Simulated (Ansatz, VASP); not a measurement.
# One calculation of HfC, two programs

```
Hf C
1.0
     0.00000    2.30354    2.30354
     2.30354    0.00000    2.30354
     2.30354    2.30354    0.00000
Hf C
1 1
Direct
  0.50000 0.50000 0.50000
  0.00000 0.00000 0.00000
```

Alike in both runs: task single point; functional PBEsol; k mesh 12 × 12 × 12; occupations gaussian, width 0.05 eV; no spin polarisation.

|  | VASP | Ansatz |
| --- | --- | --- |
| version | VASP 6.6.1 | Ansatz 0.2.0 |
| potentials or method | VASP PAW PBE potentials, release 64 (Hf_pv, C) | scalar-relativistic, plane waves, PAW |
| plane-wave cutoff (eV) | 520 | 420 |
| valence electrons in the cell | 14 | 30 |

VASP gave:

| Property | Result |
| --- | --- |
| gap on the k mesh at the Fermi level (eV) | none |
| pressure (GPa) | -0.3 |

Problem. What did Ansatz give for the same quantities?

Solution. gap on the k mesh at the Fermi level (eV): none; pressure (GPa): 0.1.

A gap of «none» marks a metal or a gap that the smearing closes. The two sets of potentials don't hold the same shells in valence.

Caveats: the PAW data sets were made with another functional, which shifts forces and pressure a little (VASP). The runs have no spin-orbit coupling, so splittings on Hf are missing.
